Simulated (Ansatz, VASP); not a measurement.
**AlRu: VASP beside Ansatz**

File INCAR:

```
PREC = Accurate
ENCUT = 600
EDIFF = 1E-6
ISMEAR = 0
SIGMA = 0.1
LREAL = False
LASPH = True
NELM = 80
ALGO = Normal
ISIF = 3
LWAVE = False
LCHARG = False
GGA = PE
IBRION = 2
NSW = 100
EDIFFG = -0.005
```

File KPOINTS:

```
Automatic mesh
0
Gamma
  14 14 14
```

Contents of POSCAR:

```
AlRu
1.0
    2.9916000000      0.0000000000      0.0000000000
    0.0000000000      2.9916000000      0.0000000000
    0.0000000000      0.0000000000      2.9916000000
Al Ru
1 1
Direct
    0.0000000000      0.0000000000      0.0000000000
    0.5000000000      0.5000000000      0.5000000000
```

Input for Ansatz:

```yaml
crystal:
  lattice:
    - [2.9916, 0.0, 0.0]
    - [0.0, 2.9916, 0.0]
    - [0.0, 0.0, 2.9916]
  atoms:
    - { symbol: Al, position: [0.0, 0.0, 0.0] }
    - { symbol: Ru, position: [0.5, 0.5, 0.5] }
basis:
  ecutwfc: 420
kpoints:
  mp_grid: { grid: [14, 14, 14] }
hamiltonian:
  xc: pbe
scf:
  occupations: { method: gaussian, width: 0.1 }
output:
  forces: true
  stress: true
  eigenvalues: true
  write_density: true
  write_potential: true
  elf: true
  volumetric_format: npy
relax:
  adjacent_minimum: "off"
  f_tol: 0.005
  max_steps: 80
  cell: { stress_tol: 0.05 }
```

Alike in both runs: task relaxation of cell and atoms; functional PBE; k mesh 14 × 14 × 14; occupations gaussian, width 0.1 eV; no spin polarisation.

```csv
,VASP,Ansatz
version,VASP 6.6.1,Ansatz 0.2.0
potentials or method,"VASP PAW PBE potentials, release 64 (Al, Ru_pv)","scalar-relativistic, plane waves, PAW"
plane-wave cutoff (eV),600,420
valence electrons in the cell,17,19
```

Ansatz gave:

```
gap on the k mesh at the Fermi level, each at its own relaxed structure (eV) : none
relaxed volume (Å³/atom)                                                     : 13.56
relaxed cell length with the largest relative difference (Å)                 : 3.004
energy change over the relaxation (meV/atom)                                 : -1
```

Q: Which values does VASP return?

A: gap on the k mesh at the Fermi level, each at its own relaxed structure (eV): none; relaxed volume (Å³/atom): 13.55; relaxed cell length with the largest relative difference (Å): 3.004; energy change over the relaxation (meV/atom): -1.

A gap of «none» marks a metal or a gap that the smearing closes. The two sets of potentials don't hold the same shells in valence.

PBE usually gives volumes a little too large and moduli too small. Zero-point motion and thermal expansion aren't in these numbers.
